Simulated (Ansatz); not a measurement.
# Ti3Al5: the cost of one run

Method: DFT PBEsol, scalar-relativistic, plane waves, PAW, in Ansatz 0.2.0.

## 1. The structure to begin with

Symmetry: Pmmm, No. 47, orthorhombic system. Conventional cell: a = 3.901 Å, b = 4.014 Å, c = 8.083 Å, α = 90.00°, β = 90.00°, γ = 90.00°. Ti (site symmetry mm2) has 10 Al at 2.72 to 2.94 Å and 2 Ti at 2.90 Å as nearest neighbours. Ti (site symmetry mmm) is surrounded by 8 Al at 2.80 Å and 4 Ti at 2.90 Å. Around Al (site symmetry mmm) lie 4 Al at 2.76 Å and 8 Ti at 2.80 to 2.94 Å. Al (site symmetry mmm) is surrounded by 4 Ti at 2.76 Å and 8 Al at 2.80 to 2.85 Å. Around Al (site symmetry mmm) lie 4 Ti at 2.72 Å and 8 Al at 2.80 to 2.89 Å. Around Al (site symmetry mm2) lie 6 Al at 2.76 to 2.89 Å and 6 Ti at 2.80 Å.

Structure file:

```
Ti Al
1.0
     3.90101    0.00000    0.00000
     0.00000    4.01394    0.00000
     0.00000    0.00000    8.08329
Ti Al
3 5
Direct
  0.00000 0.50000 0.26507
  0.00000 0.50000 0.73493
  0.50000 0.50000 0.00000
  0.00000 0.00000 0.00000
  0.00000 0.00000 0.50000
  0.50000 0.50000 0.50000
  0.50000 0.00000 0.24223
  0.50000 0.00000 0.75777
```

Source of the structure: the Materials Project (structure only).

(A quick probe on a coarse mesh, which set the mesh and smearing, is not shown.)

## 3. Relaxing cell and atoms

input.yaml reads:

```yaml
crystal:
  lattice:
    - [3.90101378, 0.0, 0.0]
    - [0.0, 4.01393894, 0.0]
    - [0.0, 0.0, 8.0832905]
  atoms:
    - { symbol: Ti, position: [0.0, 0.5, 0.26506523] }
    - { symbol: Ti, position: [0.0, 0.5, 0.73493477] }
    - { symbol: Ti, position: [0.5, 0.5, 0.0] }
    - { symbol: Al, position: [0.0, 0.0, 0.0] }
    - { symbol: Al, position: [0.0, 0.0, 0.5] }
    - { symbol: Al, position: [0.5, 0.5, 0.5] }
    - { symbol: Al, position: [0.5, 0.0, 0.24223368] }
    - { symbol: Al, position: [0.5, 0.0, 0.75776632] }
basis:
  ecutwfc: 420
kpoints:
  mp_grid: { grid: [10, 10, 6] }
hamiltonian:
  xc: pbesol
scf:
  occupations: { method: gaussian, width: 0.1 }
output:
  forces: true
  stress: true
  eigenvalues: true
relax:
  adjacent_minimum: "off"
  f_tol: 0.005
  max_steps: 80
  cell: { stress_tol: 0.05 }
```

Launch:

```sh
ansatz run input.yaml --threads 2 --pin off --max-ram 5120MiB --backend cpu --events-out ev --progress --plain --runs-dir out
```

What time and memory should one allow on 2 threads of Arm Neoverse V1, shared host?

About 78 s, with a peak of 0.73 GiB.
